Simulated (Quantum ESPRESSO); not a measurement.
# KBr (Fm-3m) in Quantum ESPRESSO: further runs

Aim: see how the results for KBr move with the level of theory and the settings. Levels: PBEsol, WC, BLYP. Tasks: dielectric tensor.

All numbers are computed with Quantum ESPRESSO 7.5; they aren't measurements. Logs are shortened: lines on timing, memory, paths and dates and some standing lists are left out, and cuts for length are marked.

**Measured values to compare with.**

From a printed reference work, monograph, for a bulk crystal of KBr: high-frequency dielectric constant 2.36.

How close the calculation comes is told below.

## Step 1: The crystal as given

It takes space group Fm-3m (No. 225, cubic). Conventional cell: a = 6.600 Å, b = 6.600 Å, c = 6.600 Å, α = 90.00°, β = 90.00°, γ = 90.00°. Br (site symmetry m-3m) is surrounded by 6 K at 3.30 Å. K (site symmetry m-3m) is surrounded by 6 Br at 3.30 Å.

## Step 2: Dielectric tensor, PBEsol

Contents of pw.in:

```
&CONTROL
  calculation = 'scf'
  prefix = 'pwscf'
  outdir = './tmp'
  pseudo_dir = './pseudo'
  tprnfor = .true.
  tstress = .true.
  disk_io = 'low'
/
&SYSTEM
  ibrav = 0
  nat = 2
  ntyp = 2
  ecutwfc = 74
  nbnd = 14
  occupations = 'smearing'
  smearing = 'fd'
  degauss = 0.00367493
/
&ELECTRONS
  conv_thr = 4d-10
  electron_maxstep = 120
  mixing_beta = 0.5
/
ATOMIC_SPECIES
Br    79.9040 Br.upf
K     39.0983 K.upf
CELL_PARAMETERS angstrom
   0.0000000000    3.3000000000    3.3000000000
   3.3000000000    0.0000000000    3.3000000000
   3.3000000000    3.3000000000    0.0000000000
ATOMIC_POSITIONS crystal
Br     0.5000000000    0.5000000000    0.5000000000
K      0.0000000000    0.0000000000    0.0000000000
K_POINTS automatic
6 6 6 1 1 1
```

Contents of scf2.in:

```
&CONTROL
  calculation = 'scf'
  prefix = 'pwscf'
  outdir = './tmp'
  pseudo_dir = './pseudo'
  tprnfor = .true.
  tstress = .true.
  disk_io = 'low'
/
&SYSTEM
  ibrav = 0
  nat = 2
  ntyp = 2
  ecutwfc = 74
  nbnd = 14
  occupations = 'fixed'
/
&ELECTRONS
  conv_thr = 1d-13
  electron_maxstep = 120
  mixing_beta = 0.5
  startingpot = 'file'
  startingwfc = 'file'
/
ATOMIC_SPECIES
Br    79.9040 Br.upf
K     39.0983 K.upf
CELL_PARAMETERS angstrom
   0.0000000000    3.3000000000    3.3000000000
   3.3000000000    0.0000000000    3.3000000000
   3.3000000000    3.3000000000    0.0000000000
ATOMIC_POSITIONS crystal
Br     0.5000000000    0.5000000000    0.5000000000
K      0.0000000000    0.0000000000    0.0000000000
K_POINTS automatic
6 6 6 1 1 1
```

Contents of ph.in:

```
dielectric of KBr
&INPUTPH
  prefix = 'pwscf'
  outdir = './tmp'
  tr2_ph = 1d-18
  fildyn = 'dyn'
  niter_ph = 90
  alpha_mix(1) = 0.7
  epsil = .true.
  trans = .false.
  zeu = .true.
/
0.0000000000 0.0000000000 0.0000000000
```

Potentials or basis: PseudoDojo 0.4.1 SR PBEsol standard.

Started as:

```sh
$ OMP_NUM_THREADS=1 pw.x -in pw.in > pw.out
$ OMP_NUM_THREADS=1 pw.x -in scf2.in > scf2.out
$ OMP_NUM_THREADS=1 ph.x -in ph.in > ph.out
```

pw.out:

```text
This program is part of the open-source Quantum ESPRESSO suite
     for quantum simulation of materials; please cite
[... 9 lines left out ...]
     --------------------
     sticks:   dense  smooth     PW     G-vecs:    dense   smooth      PW
     Sum        1585    1585    463                41655    41655    6615

     Using Slab Decomposition

     bravais-lattice index     =            0
     lattice parameter (alat)  =       8.8192  a.u.
     unit-cell volume          =     485.0298 (a.u.)^3
     number of atoms/cell      =            2
     number of atomic types    =            2
     number of electrons       =        16.00
     number of Kohn-Sham states=           14
     kinetic-energy cutoff     =      74.0000  Ry
     charge density cutoff     =     296.0000  Ry
     scf convergence threshold =      4.0E-10
     mixing beta               =       0.5000
     number of iterations used =            8  plain     mixing
     Exchange-correlation= PBESOL
                           (   1   4  10   8   0   0   0)

     celldm(1)=   8.819172  celldm(2)=   0.000000  celldm(3)=   0.000000
     celldm(4)=   0.000000  celldm(5)=   0.000000  celldm(6)=   0.000000

     crystal axes: (cart. coord. in units of alat)
               a(1) = (   0.000000   0.707107   0.707107 )
               a(2) = (   0.707107   0.000000   0.707107 )
               a(3) = (   0.707107   0.707107   0.000000 )

     reciprocal axes: (cart. coord. in units 2 pi/alat)
               b(1) = ( -0.707107  0.707107  0.707107 )
               b(2) = (  0.707107 -0.707107  0.707107 )
               b(3) = (  0.707107  0.707107 -0.707107 )

     PseudoPot. # 1 for Br read from file:
     Br.upf
     Pseudo is Norm-conserving + core correction, Zval =  7.0
     Generated using ONCVPSP code by D. R. Hamann
     Using radial grid of 1098 points,  6 beta functions with:
                l(1) =   0
                l(2) =   0
                l(3) =   1
                l(4) =   1
                l(5) =   2
                l(6) =   2

     PseudoPot. # 2 for K  read from file:
     K.upf
     Pseudo is Norm-conserving + core correction, Zval =  9.0
     Generated using ONCVPSP code by D. R. Hamann
     Using radial grid of 2250 points,  6 beta functions with:
                l(1) =   0
                l(2) =   0
                l(3) =   1
                l(4) =   1
                l(5) =   2
                l(6) =   2

     atomic species   valence    mass     pseudopotential
     Br                7.00    79.90400     Br( 1.00)
     K                 9.00    39.09830     K ( 1.00)

     48 Sym. Ops., with inversion, found

   Cartesian axes

     site n.     atom                  positions (alat units)
         1        Br     tau(   1) = (   0.7071068   0.7071068   0.7071068  )
         2        K      tau(   2) = (   0.0000000   0.0000000   0.0000000  )

     number of k points=    28  Fermi-Dirac smearing, width (Ry)=  0.0037
                       cart. coord. in units 2pi/alat
        k(    1) = (   0.0589256   0.0589256   0.0589256), wk =   0.0185185
        k(    2) = (   0.1767767   0.1767767  -0.0589256), wk =   0.0555556
        k(    3) = (   0.2946278   0.2946278  -0.1767767), wk =   0.0555556
        k(    4) = (  -0.2946278  -0.2946278   0.4124790), wk =   0.0555556
        k(    5) = (  -0.1767767  -0.1767767   0.2946278), wk =   0.0555556
        k(    6) = (  -0.0589256  -0.0589256   0.1767767), wk =   0.0555556
[... 20 lines left out ...]
        k(   27) = (   0.2946278   0.2946278   0.2946278), wk =   0.0185185
        k(   28) = (  -0.2946278  -0.2946278   0.8838835), wk =   0.0555556

     Dense  grid:    41655 G-vectors     FFT dimensions: (  50,  50,  50)

     Initial potential from superposition of free atoms

     starting charge      15.9810, renormalised to      16.0000
     Starting wfcs are    9 randomized atomic wfcs +    5 random wfcs

     Self-consistent Calculation

     iteration #  1     ecut=    74.00 Ry     beta= 0.50
     Davidson diagonalization with overlap
     ethr =  1.00E-02,  avg # of iterations =  7.5

     Threshold (ethr) on eigenvalues was too large:
     Diagonalizing with lowered threshold

     Davidson diagonalization with overlap
     ethr =  2.52E-04,  avg # of iterations =  5.1

     total energy              =     -91.67315064 Ry
     estimated scf accuracy    <       0.03892994 Ry

     iteration #  2     ecut=    74.00 Ry     beta= 0.50
     Davidson diagonalization with overlap
     ethr =  2.43E-04,  avg # of iterations =  2.9

     total energy              =     -91.68096732 Ry
     estimated scf accuracy    <       0.00200124 Ry

     iteration #  3     ecut=    74.00 Ry     beta= 0.50
     Davidson diagonalization with overlap
     c_bands:  1 eigenvalues not converged
     ethr =  1.25E-05,  avg # of iterations =  8.6

     total energy              =     -91.68136151 Ry
     estimated scf accuracy    <       0.00049008 Ry

     iteration #  4     ecut=    74.00 Ry     beta= 0.50
     Davidson diagonalization with overlap
     ethr =  3.06E-06,  avg # of iterations =  4.0

     total energy              =     -91.68141716 Ry
     estimated scf accuracy    <       0.00001291 Ry

     iteration #  5     ecut=    74.00 Ry     beta= 0.50
     Davidson diagonalization with overlap
     ethr =  8.07E-08,  avg # of iterations =  2.1

     total energy              =     -91.68142184 Ry
     estimated scf accuracy    <       0.00000084 Ry

     iteration #  6     ecut=    74.00 Ry     beta= 0.50
     Davidson diagonalization with overlap
     ethr =  5.23E-09,  avg # of iterations =  2.9

     total energy              =     -91.68142227 Ry
     estimated scf accuracy    <       0.00000001 Ry

     iteration #  7     ecut=    74.00 Ry     beta= 0.50
     Davidson diagonalization with overlap
     ethr =  6.28E-11,  avg # of iterations =  4.3

     total energy              =     -91.68142228 Ry
     estimated scf accuracy    <          6.5E-09 Ry

     iteration #  8     ecut=    74.00 Ry     beta= 0.50
     Davidson diagonalization with overlap
     ethr =  4.06E-11,  avg # of iterations =  2.0

     total energy              =     -91.68142229 Ry
     estimated scf accuracy    <          5.0E-10 Ry

     iteration #  9     ecut=    74.00 Ry     beta= 0.50
     Davidson diagonalization with overlap
     ethr =  3.16E-12,  avg # of iterations =  2.0

     End of self-consistent calculation

          k = 0.0589 0.0589 0.0589 (  5143 PWs)   bands (ev):

   -26.5837 -11.2959 -10.1277 -10.1277 -10.1101   0.9181   1.0030   1.0030
     5.4953   8.5027   8.6470   8.6470   9.4881   9.4881

          k = 0.1768 0.1768-0.0589 (  5196 PWs)   bands (ev):

   -26.5819 -11.3449 -10.1366 -10.1268 -10.0374   0.5004   0.8832   0.9048
     6.2830   8.2786   8.9568   9.2747   9.8247  10.0699

          k = 0.2946 0.2946-0.1768 (  5214 PWs)   bands (ev):

   -26.5791 -11.4095 -10.1404 -10.1306  -9.9418   0.0107   0.7297   0.7299
     7.2966   8.6578   9.8232  10.1691  10.5205  11.0603

          k =-0.2946-0.2946 0.4125 (  5212 PWs)   bands (ev):

   -26.5781 -11.4290 -10.1378 -10.1352  -9.9128  -0.1349   0.6625   0.6907
     7.5358   9.0514  10.4520  10.7717  10.8542  11.0116

          k =-0.1768-0.1768 0.2946 (  5213 PWs)   bands (ev):

   -26.5799 -11.3881 -10.1360 -10.1328  -9.9740   0.1509   0.7653   0.7996
     7.0170   8.3381   9.6397   9.8327  10.3460  10.6409

          k =-0.0589-0.0589 0.1768 (  5181 PWs)   bands (ev):

   -26.5827 -11.3203 -10.1323 -10.1307 -10.0708   0.6752   0.9488   0.9579
     5.9147   8.2062   8.9496   8.9887   9.5918   9.8431

          k = 0.2946 0.0589 0.0589 (  5208 PWs)   bands (ev):

   -26.5811 -11.3361 -10.1403 -10.1390 -10.0376   0.3871   0.8721   0.8873
     6.5412   7.7560   9.5866   9.6098   9.8002  10.3774

          k = 0.4125 0.1768-0.0589 (  5210 PWs)   bands (ev):

   -26.5788 -11.3445 -10.1555 -10.1423 -10.0156   0.1585   0.7149   0.7596
     7.4288   7.7390  10.0773  10.2886  10.6005  10.6621

          k =-0.1768-0.4125 0.5303 (  5218 PWs)   bands (ev):

   -26.5774 -11.3600 -10.1643 -10.1478  -9.9832   0.0552   0.5471   0.6721
     7.8483   8.7071   9.8271  10.3312  11.0332  11.3081

          k =-0.0589-0.2946 0.4125 (  5220 PWs)   bands (ev):

   -26.5782 -11.3687 -10.1657 -10.1375  -9.9755   0.0870   0.6263   0.6938
     7.7705   8.2772   9.8340  10.1749  10.6341  11.2990

          k = 0.0589-0.1768 0.2946 (  5207 PWs)   bands (ev):

   -26.5804 -11.3619 -10.1452 -10.1310 -10.0045   0.2782   0.8037   0.8283
     6.8459   8.0254   9.4701   9.7665  10.0922  10.5508

          k = 0.5303 0.0589 0.0589 (  5221 PWs)   bands (ev):

   -26.5776 -11.2602 -10.1671 -10.1578 -10.1171   0.1786   0.7280   0.7621
     7.0478   7.8359  10.2384  10.2438  11.1301  11.2939

          k =-0.0589-0.5303 0.6482 (  5222 PWs)   bands (ev):

   -26.5766 -11.2455 -10.2051 -10.1676 -10.0933   0.2490   0.5603   0.6745
     7.2564   8.5929   9.6148  10.4360  10.6953  11.5970

          k = 0.0589-0.4125 0.5303 (  5220 PWs)   bands (ev):

   -26.5769 -11.3210 -10.1884 -10.1531 -10.0135   0.1969   0.4432   0.6540
     7.9673   8.7519   9.4953  10.0933  10.9960  11.4797

          k = 0.1768-0.2946 0.4125 (  5223 PWs)   bands (ev):

   -26.5782 -11.3998 -10.1487 -10.1368  -9.9459  -0.0295   0.6423   0.6990
     7.6030   8.7135  10.1903  10.3215  10.7185  11.2025

          k =-0.6482 0.0589 0.0589 (  5230 PWs)   bands (ev):

   -26.5766 -11.2066 -10.2101 -10.1626 -10.1481   0.2049   0.6896   0.7340
     6.8962   8.1993  10.1263  10.3968  10.7291  11.6552

          k =-0.5303 0.1768-0.0589 (  5217 PWs)   bands (ev):

   -26.5774 -11.2941 -10.1702 -10.1605 -10.0627   0.1736   0.6299   0.7057
     7.3849   8.1529   9.8664  10.5818  10.8200  11.2126

          k =-0.4125 0.0589 0.0589 (  5208 PWs)   bands (ev):

   -26.5792 -11.3156 -10.1500 -10.1497 -10.0553   0.2143   0.7928   0.8161
     7.2027   7.3607  10.0029  10.4079  10.4883  10.5982

          k = 0.1768 0.1768 0.1768 (  5201 PWs)   bands (ev):

   -26.5812 -11.3697 -10.1302 -10.1302 -10.0060   0.3380   0.8505   0.8505
     6.5727   8.4162   9.2679   9.2679  10.1633  10.1633

          k = 0.2946 0.2946 0.0589 (  5210 PWs)   bands (ev):

   -26.5794 -11.3816 -10.1546 -10.1294  -9.9705   0.1385   0.7278   0.7443
     7.3040   8.2958   9.5537   9.9497  10.3785  11.0522

          k =-0.2946-0.2946 0.6482 (  5221 PWs)   bands (ev):

   -26.5775 -11.3606 -10.1779 -10.1388  -9.9768   0.0892   0.5206   0.6772
     7.9834   8.6821   9.6051  10.3596  10.4615  11.9139

          k =-0.1768-0.1768 0.5303 (  5212 PWs)   bands (ev):

   -26.5774 -11.3282 -10.1691 -10.1489 -10.0253   0.1232   0.5549   0.7121
     7.5662   8.4798   9.8800  10.5983  10.7146  11.1856

          k = 0.4125 0.1768 0.1768 (  5209 PWs)   bands (ev):

   -26.5786 -11.3738 -10.1451 -10.1429  -9.9821   0.0687   0.6659   0.7493
     7.4461   8.2116  10.2262  10.4224  10.5691  10.7027

          k =-0.1768-0.4125 0.7660 (  5216 PWs)   bands (ev):

   -26.5772 -11.3244 -10.1760 -10.1598 -10.0135   0.1627   0.5404   0.6365
     7.9632   8.4008   9.4840  10.4294  11.0744  11.2567

          k =-0.0589-0.2946 0.6482 (  5213 PWs)   bands (ev):

   -26.5766 -11.2811 -10.1939 -10.1792 -10.0412   0.3112   0.4556   0.5777
     7.9075   8.7027   9.2003  10.0700  11.3296  11.5990

          k =-0.7660 0.1768 0.1768 (  5223 PWs)   bands (ev):

   -26.5767 -11.2841 -10.1995 -10.1524 -10.0582   0.2610   0.4255   0.6932
     7.5161   8.9707   9.4409  10.2274  10.9152  11.2004

          k = 0.2946 0.2946 0.2946 (  5225 PWs)   bands (ev):

   -26.5786 -11.4340 -10.1327 -10.1327  -9.9107  -0.1146   0.7085   0.7085
     7.3759   8.9889  10.3148  10.3148  11.0217  11.0217

          k =-0.2946-0.2946 0.8839 (  5217 PWs)   bands (ev):

   -26.5777 -11.3950 -10.1558 -10.1375  -9.9471  -0.0385   0.5948   0.6807
     7.7533   8.9066  10.0416  10.5404  10.5884  11.5815

     the Fermi energy is     2.5395 ev

!    total energy              =     -91.68142229 Ry
     estimated scf accuracy    <          1.2E-10 Ry
     smearing contrib. (-TS)   =      -0.00000000 Ry
     internal energy E=F+TS    =     -91.68142229 Ry

     The total energy is F=E-TS. E is the sum of the following terms:
     one-electron contribution =     -29.08419481 Ry
     hartree contribution      =      19.21963902 Ry
     xc contribution           =     -23.01899133 Ry
     ewald contribution        =     -58.79787517 Ry

     convergence has been achieved in   9 iterations

     Forces acting on atoms (cartesian axes, Ry/au):

     atom    1 type  1   force =    -0.00000000    0.00000000   -0.00000000
     atom    2 type  2   force =     0.00000000    0.00000000    0.00000000

     Total force =     0.000000     Total SCF correction =     0.000000

     Computing stress (Cartesian axis) and pressure

          total   stress  (Ry/bohr**3)                   (kbar)     P=       -3.43
  -0.00002330  -0.00000000   0.00000000           -3.43       -0.00        0.00
  -0.00000000  -0.00002330  -0.00000000           -0.00       -3.43       -0.00
  -0.00000000   0.00000000  -0.00002330           -0.00        0.00       -3.43

=------------------------------------------------------------------------------=
   JOB DONE.
=------------------------------------------------------------------------------=
```

Run time: 5 min. Hardware: 1 thread of Arm Neoverse V2, shared host; peak memory 0.11 GiB.

Results:

| Quantity | Value |
| --- | --- |
| Free energy | -1247.3893 eV |
| Pressure | -0.3 GPa |
| Electronic dielectric tensor (diagonal) | 2.59 |
| Born charges (mean of the diagonal) | Br -1.13; K +1.13 e |

Electronic dielectric tensor:
```
2.59 0.00 0.00
0.00 2.59 0.00
0.00 0.00 2.59
```

Born effective charge tensors (e):
atom 1, Br
```
-1.13  0.00  0.00
 0.00 -1.13  0.00
 0.00  0.00 -1.13
```
atom 2, K
```
1.13 0.00 0.00
0.00 1.13 0.00
0.00 0.00 1.13
```

## Step 3: Dielectric tensor, WC

pw.in: that of step 2 with these lines changed.

```diff
@@ -15,2 +15,3 @@
   nbnd = 14
+  input_dft = 'wc'
   occupations = 'smearing'
```

scf2.in: that of step 2 with these lines changed.

```diff
@@ -15,2 +15,3 @@
   nbnd = 14
+  input_dft = 'wc'
   occupations = 'fixed'
```

ph.in is that of step 2.

Potentials or basis: PseudoDojo 0.4.1 SR PBE standard.

Started as:

```sh
$ OMP_NUM_THREADS=1 pw.x -in pw.in > pw.out
$ OMP_NUM_THREADS=1 pw.x -in scf2.in > scf2.out
$ OMP_NUM_THREADS=1 ph.x -in ph.in > ph.out
```

pw.out:

```text
This program is part of the open-source Quantum ESPRESSO suite
     for quantum simulation of materials; please cite
         "P. Giannozzi et al., J. Phys.:Condens. Matter 21 395502 (2009);
         "P. Giannozzi et al., J. Phys.:Condens. Matter 29 465901 (2017);
         "P. Giannozzi et al., J. Chem. Phys. 152 154105 (2020);
     in publications or presentations arising from this work. More details at

     IMPORTANT: XC functional enforced from input :
     Exchange-correlation= WC
                           (   1   4  11   4   0   0   0)
     Any further DFT definition will be discarded
     Please, verify this is what you really want

     Message from routine setup:
     using ibrav=0 with symmetry is DISCOURAGED, use correct ibrav instead

     G-vector sticks info
     --------------------
     sticks:   dense  smooth     PW     G-vecs:    dense   smooth      PW
     Sum        1585    1585    463                41655    41655    6615

[... 253 lines left out ...]

          k =-0.5303 0.1768-0.0589 (  5217 PWs)   bands (ev):

   -26.6253 -11.2531 -10.1716 -10.1621 -10.0598   0.1972   0.6513   0.7266
     7.4473   8.2221   9.9234  10.6090  10.8750  11.2717

          k =-0.4125 0.0589 0.0589 (  5208 PWs)   bands (ev):
[... 51 lines left out ...]
   -26.6256 -11.3571 -10.1574 -10.1393  -9.9407  -0.0136   0.6161   0.7010
     7.8210   8.9811  10.0929  10.5942  10.6502  11.6235

     the Fermi energy is     2.5492 ev

!    total energy              =     -91.68832026 Ry
     estimated scf accuracy    <          3.5E-11 Ry
     smearing contrib. (-TS)   =      -0.00000000 Ry
     internal energy E=F+TS    =     -91.68832026 Ry

     The total energy is F=E-TS. E is the sum of the following terms:
     one-electron contribution =     -29.00884868 Ry
     hartree contribution      =      19.19866682 Ry
     xc contribution           =     -23.08026323 Ry
     ewald contribution        =     -58.79787517 Ry

     convergence has been achieved in   9 iterations

     Forces acting on atoms (cartesian axes, Ry/au):

     atom    1 type  1   force =     0.00000000    0.00000000    0.00000000
     atom    2 type  2   force =    -0.00000000   -0.00000000    0.00000000

     Total force =     0.000000     Total SCF correction =     0.000000

     Computing stress (Cartesian axis) and pressure

          total   stress  (Ry/bohr**3)                   (kbar)     P=       -1.47
  -0.00000996  -0.00000000  -0.00000000           -1.47       -0.00       -0.00
  -0.00000000  -0.00000996  -0.00000000           -0.00       -1.47       -0.00
  -0.00000000  -0.00000000  -0.00000996           -0.00       -0.00       -1.47

=------------------------------------------------------------------------------=
   JOB DONE.
=------------------------------------------------------------------------------=
```

scf2.out:

```text
This program is part of the open-source Quantum ESPRESSO suite
     for quantum simulation of materials; please cite
         "P. Giannozzi et al., J. Phys.:Condens. Matter 21 395502 (2009);
         "P. Giannozzi et al., J. Phys.:Condens. Matter 29 465901 (2017);
         "P. Giannozzi et al., J. Chem. Phys. 152 154105 (2020);
[... 311 lines left out ...]
   0.00000000  -0.00000998   0.00000000            0.00       -1.47        0.00
   0.00000000   0.00000000  -0.00000998            0.00        0.00       -1.47

=------------------------------------------------------------------------------=
   JOB DONE.
=------------------------------------------------------------------------------=
```

It took 5.1 min on 1 thread of Arm Neoverse V2, shared host; peak memory 0.11 GiB.

What came out:

- Free energy: -1247.4831 eV
- Pressure: -0.1 GPa
- Electronic dielectric tensor (diagonal): 2.59
- Born charges (mean of the diagonal): Br -1.13; K +1.13 e

Electronic dielectric tensor:
```
2.59 0.00 0.00
0.00 2.59 0.00
0.00 0.00 2.59
```

Born effective charge tensors (e):
atom 1, Br
```
-1.13  0.00  0.00
 0.00 -1.13  0.00
 0.00  0.00 -1.13
```
atom 2, K
```
1.13 0.00 0.00
0.00 1.13 0.00
0.00 0.00 1.13
```

Caveat: the potentials were made for another functional, which shifts forces and pressure.

[end of part 1 of 2]
